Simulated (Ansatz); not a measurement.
# AlN: the cost of one run

Method: DFT PBE, scalar-relativistic, plane waves, PAW, in Ansatz 0.2.0.

2 further runs of the same task are left out: 2 set aside as unsound or not needed.

## 1. The system as given

It takes space group F-43m (No. 216, cubic). The conventional cell has a = 4.403 Å, b = 4.403 Å, c = 4.403 Å, α = 90.00°, β = 90.00°, γ = 90.00°. Around Al (site symmetry -43m) lie 4 N at 1.91 Å. N (site symmetry -43m) has 4 Al at 1.91 Å as nearest neighbours.

Coordinates:

```xyz
2
Lattice="0.0000 2.2016 2.2016 2.2016 0.0000 2.2016 2.2016 2.2016 0.0000" Properties=species:S:1:pos:R:3 pbc="T T T"
Al    0.0000    0.0000    0.0000
N     3.3024    3.3024    3.3024
```

It goes back to an entry of the Materials Project, which need not be the stable form.

It is the result of an earlier relaxation at this level (volume 10.67 Å³/atom; gap on the mesh: 3.31 eV).

## 2. The bulk in the plane's own cell

To let mesh errors cancel, the bulk is computed in a cell built on the (001) plane.

input.yaml reads:

```yaml
crystal:
  lattice:
    - [3.113514336, 0.0, 0.0]
    - [0.0, 3.113514336, 0.0]
    - [0.0, 0.0, 4.4031742006]
  atoms:
    - { symbol: Al, position: [0.0, 0.0, 0.0] }
    - { symbol: Al, position: [0.5, 0.5, 0.5] }
    - { symbol: "N", position: [1.0, 0.5, 0.75] }
    - { symbol: "N", position: [0.5, 1.0, 0.25] }
basis:
  ecutwfc: 420
kpoints:
  mp_grid: { grid: [8, 8, 8] }
hamiltonian:
  xc: pbe
scf:
  occupations: { method: gaussian, width: 0.05 }
output:
  forces: true
  stress: true
  eigenvalues: true
```

On the command line:

```
$ ansatz run input.yaml --threads 2 --pin off --max-ram 5120MiB --backend cpu --events-out ev --progress --plain --runs-dir out
```

What time and memory should one allow on 2 threads of Arm Neoverse V2, shared host?

About 1.9 s, with a peak of 0.32 GiB.
